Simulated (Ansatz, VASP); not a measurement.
Ga: VASP beside Ansatz

File INCAR:

```
ALGO     = Normal         # electronic algorithm
EDIFF    = 1E-6           # SCF threshold, eV
ENCUT    = 520            # plane-wave cutoff, eV
ISIF     = 2              # what is computed and relaxed
ISMEAR   = -1             # smearing method
LASPH    = True           # aspherical terms in the spheres
LCHARG   = False          # write CHGCAR
LREAL    = False          # projectors in reciprocal space
LWAVE    = False          # write WAVECAR
NBANDS   = 34             # bands
NELM     = 60             # most SCF steps
PREC     = Accurate       # precision mode
SIGMA    = 0.01           # smearing width, eV
```

The input KPOINTS:

```
k-points
0
Gamma
  8 8 7
```

Contents of POSCAR:

```
Ga
1.0
    2.2178908173     -3.7419137528      0.0000000000
    2.2178908173      3.7419137528      0.0000000000
    0.0000000000      0.0000000000      4.4249628129
Ga
4
Direct
    0.8443628362      0.1556371638      0.0859373133
    0.6556371638      0.3443628362      0.5859373133
    0.1556371638      0.8443628362      0.9140626867
    0.3443628362      0.6556371638      0.4140626867
```

Input for Ansatz:

```yaml
crystal:
  lattice:
    - [2.2178908173, -3.7419137528, 0.0]
    - [2.2178908173, 3.7419137528, 0.0]
    - [0.0, 0.0, 4.4249628129]
  atoms:
    - { symbol: Ga, position: [0.8443628362, 0.1556371638, 0.0859373133] }
    - { symbol: Ga, position: [0.6556371638, 0.3443628362, 0.5859373133] }
    - { symbol: Ga, position: [0.1556371638, 0.8443628362, 0.9140626867] }
    - { symbol: Ga, position: [0.3443628362, 0.6556371638, 0.4140626867] }
hamiltonian:
  xc: lda
  pseudopotentials:
    kind: paw
    azcp:
      Ga: "pseudopotentials/Ga.paw.azcp"
basis:
  ecutwfc: 420
  fft_grid_basis: typed
kpoints:
  mp_grid: { grid: [8, 8, 7], shift: [0, 0, 0] }
magnetization:
  spin_polarized: false
scf:
  occupations: { method: fermi_dirac, width: 0.01 }
  lower_state_search: "off"
output:
  stress: true
```

Alike in both runs: task single point; functional LDA; k mesh 8 × 8 × 7; occupations fermi-dirac, width 0.01 eV; no spin polarisation.

|  | VASP | Ansatz |
| --- | --- | --- |
| version | VASP 6.6.1 | Ansatz 0.2.0 |
| potentials or method | VASP PAW LDA potentials, release 64 (Ga_d) | plane waves (420 eV) with PAW, scalar-relativistic |
| plane-wave cutoff (eV) | 520 | 420 |
| valence electrons in the cell | 52 | 52 |

Ansatz gave:

- pressure (GPa): 0.0
- largest component of the traceless stress (GPa): 0.11

Q: Which values does VASP return?

A: Pressure (GPa): 0.1; largest component of the traceless stress (GPa): 0.17.

Ansatz warned: «pseudo_functional_mismatch».
